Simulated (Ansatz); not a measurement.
# TiS₂: S-33 NMR of the central transition

Cell: a structure deposited in the COD whose atoms were relaxed with r2SCAN, the cell held.

```cif
data_structure
_symmetry_space_group_name_H-M 'P 1'
_symmetry_Int_Tables_number 1
_cell_length_a 3.4120
_cell_length_b 3.4120
_cell_length_c 5.6950
_cell_angle_alpha 90.000
_cell_angle_beta 90.000
_cell_angle_gamma 120.000
_cell_volume 57.42
loop_
_atom_site_label
_atom_site_type_symbol
_atom_site_fract_x
_atom_site_fract_y
_atom_site_fract_z
_atom_site_occupancy
Ti1 Ti 0.00000 0.00000 0.00000 1
S2 S 0.33333 0.66667 0.24596 1
S3 S 0.66667 0.33333 0.75404 1
```

Atoms are numbered from 1 in the order listed; like atoms form one site, named after its first atom.

Computed with Ansatz: DFT, r2SCAN, plane waves and PAW, scalar-relativistic, 500 eV cutoff, Γ-centred 11×11×6 k-points, Fermi–Dirac smearing 0.05 eV.

S-33 has I = 3/2 and Q = -69.40 mb (Pyykkö 2018); at 18.8 T its Larmor frequency is ν₀ = 61.5 MHz. Only the quadrupole interaction is simulated: positions count from each site's isotropic chemical shift, and J coupling is left out, as are shift anisotropy and dipolar coupling, which fast spinning averages.

**Question.** Give C_Q, η, the quadrupolar product P_Q = |C_Q|(1 + η²/3)^½, the second-order isotropic shift and the breadth of the pattern (fast magic-angle spinning) for each S site.

**Answer.** 

```tsv
site	first shell	C_Q (MHz)	η	P_Q (MHz)	δ_QIS (ppm)	breadth (kHz)
S	3 Ti at 2.42 Å	1.99	0.00	1.99	-26.2	3.45
```

δ_QIS = −(ν_Q²/30ν₀²)[I(I+1) − 3/4](1 + η²/3) × 10⁶ ppm with ν_Q = 3|C_Q|/[2I(2I−1)]; it falls as 1/B₀² in ppm, and the breadth as 1/B₀ in kHz.

An axis of threefold or higher order runs through S, so V_zz lies along it and η is zero.

With a gap of 0.18 eV under a smearing of 0.05 eV the band edges are partly filled, so small gradients can hang on the smearing and the k-mesh.
